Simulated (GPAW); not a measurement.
An input for GPAW 26.7.0 (TiC):

The input run.py:

```python
import json
import numpy as np
from ase import Atoms
from ase.constraints import FixSymmetry
from ase.filters import FrechetCellFilter
from ase.io import write
from ase.optimize import BFGS
from phonopy import Phonopy
from phonopy.structure.atoms import PhonopyAtoms
from gpaw import GPAW, PW, setup_paths

setup_paths.insert(0, '.')

atoms = Atoms(['Ti', 'C'],
              cell=[[0.0, 2.1657188437, 2.1657188437],
                    [2.1657188437, 0.0, 2.1657188437],
                    [2.1657188437, 2.1657188437, 0.0]],
              scaled_positions=[[0.0, 0.0, 0.0],
                                [0.5, 0.5, 0.5]],
              pbc=True)

calc = GPAW(mode=PW(60),
            xc='GGA_X_PW91+GGA_C_PW91',
            kpts={'size': (6, 6, 6), 'gamma': True},
            occupations={'name': 'fermi-dirac', 'width': 0.05},
            nbands=18,
            convergence={'density': 1e-06, 'eigenstates': 1e-09},
            maxiter=80,
            txt='gpaw.txt')
atoms.calc = calc
atoms.set_constraint(FixSymmetry(atoms))
BFGS(FrechetCellFilter(atoms), trajectory='relax.traj', logfile='-').run(fmax=0.005, steps=40)
atoms.set_constraint()
energy = atoms.get_potential_energy()
forces = atoms.get_forces()
stress = atoms.get_stress()
calc.write('gs.gpw')
write('result.traj', atoms)
print('Cell:', atoms.cell.cellpar().round(4))
print(atoms.get_scaled_positions().round(5))

def force_constants(scale):
    unit = PhonopyAtoms(symbols=atoms.get_chemical_symbols(), cell=atoms.cell[:] * scale**(1 / 3),
                        scaled_positions=atoms.get_scaled_positions())
    ph = Phonopy(unit, supercell_matrix=np.diag([2, 2, 2]), primitive_matrix=np.eye(3), symprec=1e-4)
    ph.generate_displacements(distance=0.01)
    forces = []
    for i, sc in enumerate(ph.supercells_with_displacements):
        a = Atoms(sc.symbols, cell=sc.cell, scaled_positions=sc.scaled_positions, pbc=True)
        c = GPAW(mode=PW(60),
                 xc='GGA_X_PW91+GGA_C_PW91',
                 kpts={'size': (3, 3, 3), 'gamma': True},
                 occupations={'name': 'fermi-dirac', 'width': 0.05},
                 nbands=101,
                 convergence={'density': 1e-06, 'eigenstates': 1e-09},
                 maxiter=80,
                 txt=f'disp-{scale:.3f}-{i:02d}.txt')
        a.calc = c
        f = a.get_forces()
        forces.append(f - f.mean(axis=0))
        print(f'displacement {i}: drift', f.mean(axis=0).round(5), flush=True)
    ph.forces = forces
    ph.produce_force_constants()
    ph.symmetrize_force_constants()
    return ph

qpoints = [[0.0, 0.0, 0.0], [0.0, 0.0, 0.5], [0.0, 0.5, 0.0], [0.0, 0.5, 0.5], [0.5, 0.0, 0.0], [0.5, 0.0, 0.5], [0.5, 0.5, 0.0], [0.5, 0.5, 0.5]]
results = {}
for scale in [1.0]:
    ph = force_constants(scale)
    ph.run_qpoints(qpoints)
    nu = ph.qpoints.frequencies * 33.35641  # THz to cm^-1
    results[f'{scale:.3f}'] = nu.tolist()
    for qp, f in zip(qpoints, nu):
        print(scale, np.round(qp, 4), f.round(2))

path = atoms.cell.bandpath('GXWKGLUWLK,UX', npoints=60, eps=1e-4)
ph.run_qpoints(path.kpts)
results['path'] = (ph.qpoints.frequencies * 33.35641).tolist()
results['path_q'] = path.kpts.tolist()
x, ticks, names = path.get_linear_kpoint_axis()
results['axis'] = [x.tolist(), list(ticks), names]
ph.run_mesh([15, 15, 15], is_gamma_center=True)
ph.run_thermal_properties(temperatures=[0, 100, 200, 300, 500, 800], cutoff_frequency=0.05)
tp = ph.thermal_properties
results['thermal'] = [list(v) for v in (tp.temperatures, tp.free_energy, tp.entropy, tp.heat_capacity)]
for t, fv, s, cv in zip(*results['thermal']):
    print(f'{t:6.0f} K  F {fv:9.4f} kJ/mol  S {s:9.4f} J/K/mol  Cv {cv:9.4f} J/K/mol')
json.dump(results, open('phonons.json', 'w'))
```

Potentials or basis: PAW data sets generated in the run's folder for this functional, pw.

Run with:

```console
$ gpaw-setup -f GGA_X_PW91+GGA_C_PW91 C Ti
$ OMP_NUM_THREADS=1 python run.py
```

Problem. How does this run end?

Solution. The run stopped without a result. It printed:

gpaw.txt:

```text
__  _  _
 | _ |_)|_||  |
 |__||  | ||/\| - 26.7.0

Input parameters:
  mode=PW(ecut=60.0),
  convergence={'density': 1e-06, 'eigenstates': 1e-09},
  kpts=MonkhorstPack(size=(6, 6, 6), gamma=True),
  maxiter=80,
  nbands=18,
[... 193 lines left out ...]
    width: 0.0500  # eV

poisson solver:
  ecut: 480.0  # eV

xc functional:
  name: GGA_X_PW91+GGA_C_PW91 with 2 nearest neighbor stencil

convergence criteria:
- Maximum integral of absolute [dens]ity change: 1e-06 electrons / valence electron
- Maximum integral of absolute [eigenst]ate change: 1e-09 eV^2 / valence electron
- Maximum [total energy] change in last 3 cyles: 0.0005 eV / valence electron
maximum number of iterations: 80
```

On the terminal:

```text
Traceback (most recent call last):
  File "run.py", line 32, in <module>
  File "optimize/optimize.py", line 506, in run
  File "optimize/optimize.py", line 375, in run
  File "optimize/optimize.py", line 322, in irun
  File "ase/filters.py", line 31, in get_gradient
  File "ase/filters.py", line 602, in get_forces
  File "ase/atoms.py", line 2050, in get_stress
  File "new/ase_interface.py", line 302, in get_stress
  File "new/ase_interface.py", line 215, in calculate_property
  File "new/ase_interface.py", line 177, in iconverge
  File "new/calculation.py", line 252, in iconverge
  File "new/scf.py", line 83, in iterate
  File "pwfd/eigensolver.py", line 152, in iterate
  File "new/ibzwfs.py", line 194, in orthonormalize
  File "pwfd/wave_functions.py", line 237, in orthonormalize
  File "core/matrix.py", line 404, in invcholesky
  File "linalg/_decomp_cholesky.py", line 120, in cholesky
  File "linalg/_decomp_cholesky.py", line 53, in _cholesky
  File "linalg/_decomp_cholesky.py", line 23, in _check_format_errors_warnings
```
